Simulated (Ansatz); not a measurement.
AlAs: pressure against volume

AlAs, F-43m, a = 5.728 Å. Ansatz: PBE, PAW, 420 eV, Γ-centred 8×8×8 mesh on 2 atoms, Gaussian smearing 0.02 eV; no spin polarisation. Symmetry fixes shape and atoms, so the cell is only scaled; pressure is positive in compression.

| V (Å³/atom) | P (GPa) |
| --- | --- |
| 20.669 | ? |
| 21.373 | 7.80 |
| 22.078 | 4.79 |
| 22.783 | 2.22 |
| 23.487 | 0.03 |
| 24.192 | -1.84 |
| 24.896 | -3.43 |
| 25.836 | -5.18 |

**Question.** Take V0 = 23.487 Å³/atom, count pressures from its P0 = 0.03 GPa, fit the third-order Birch–Murnaghan form to the other rows, and predict the missing pressure.

**Answer.** With the Eulerian strain f = ½[(V0/V)^(2/3) − 1] and y = (P − P0)/[3f(1 + 2f)^(5/2)], the form is the line y = B0 + 1.5 B0 (B0′ − 4) f. Rows (f, y): 0.03245, 68.2; 0.02105, 68.0; 0.01025, 67.7; -0.00976, 67.1; -0.01905, 66.7; -0.03079, 66.1. Means f = 0.0006917, y = 67.300; Σ(Δf)² = 0.003004, ΣΔfΔy = 0.09837; the slope is their ratio. y = 67.28 + 32.74 f GPa, so B0 = 67.3 GPa and B0′ = 4 + 2 × (32.74)/(3 × 67.28) = 4.32. At V = 20.669, f = 0.04447, y = 68.74 and P = 11.38 GPa. The run gave 11.33 GPa, so the fit is 0.05 GPa too high, a small miss on the scale of the series.